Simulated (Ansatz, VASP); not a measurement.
# Si in VASP and in Ansatz

The input INCAR:

```
SYSTEM = Si
ALGO = Normal
EDIFF = 1E-6
ENCUT = 520
GGA = CA
ISIF = 2
ISMEAR = 0
LASPH = .True.
LCHARG = .True.
LELF = .True.
LREAL = .False.
LVHAR = .True.
LWAVE = .False.
NBANDS = 11
NELM = 80
PREC = Accurate
SIGMA = 0.05
```

File KPOINTS:

```
k-points
0
Gamma
  12 12 12
  0 0 0
```

Contents of POSCAR:

```
Si
1.0
    0.0000000000      2.6466986330      2.7448911523
    2.6466986330      0.0000000000      2.7448911523
    2.6466986330      2.6466986330      0.0000000000
Si
2
Direct
    0.5000000000      0.5000000000      0.5000000000
    0.7500000000      0.7500000000      0.7500000000
```

Input for Ansatz:

```yaml
crystal:
  lattice:
    - [0.0, 2.646698633, 2.7448911523]
    - [2.646698633, 0.0, 2.7448911523]
    - [2.646698633, 2.646698633, 0.0]
  atoms:
    - { symbol: Si, position: [0.5, 0.5, 0.5] }
    - { symbol: Si, position: [0.75, 0.75, 0.75] }
basis:
  ecutwfc: 420
kpoints:
  mp_grid: { grid: [12, 12, 12] }
hamiltonian:
  xc: lda
  pseudopotentials: { kind: paw, azcp: { folder: soft_1 } }
scf:
  occupations: { method: gaussian, width: 0.05 }
output:
  forces: true
  stress: true
  eigenvalues: true
```

Alike in both runs: task single point; functional LDA; k mesh 12 × 12 × 12; occupations gaussian, width 0.05 eV; no spin polarisation.

|  | VASP | Ansatz |
| --- | --- | --- |
| version | VASP 6.6.1 | Ansatz 0.2.0 |
| potentials or method | VASP PAW LDA potentials, release 64 (Si) | scalar-relativistic, plane waves, PAW |
| plane-wave cutoff (eV) | 520 | 420 |
| valence electrons in the cell | 8 | 8 |

```tsv
	VASP	Ansatz	Ansatz less VASP
gap on the k mesh at the Fermi level (eV)	0.20	0.20	+0.003
least direct gap on the mesh (eV)	2.41	2.42	+0.001
pressure (GPa)	2.5	2.4	-0.06
largest component of the traceless stress (GPa)	2.50	2.50	0.000
```

Ansatz warned: «pseudo_functional_mismatch».
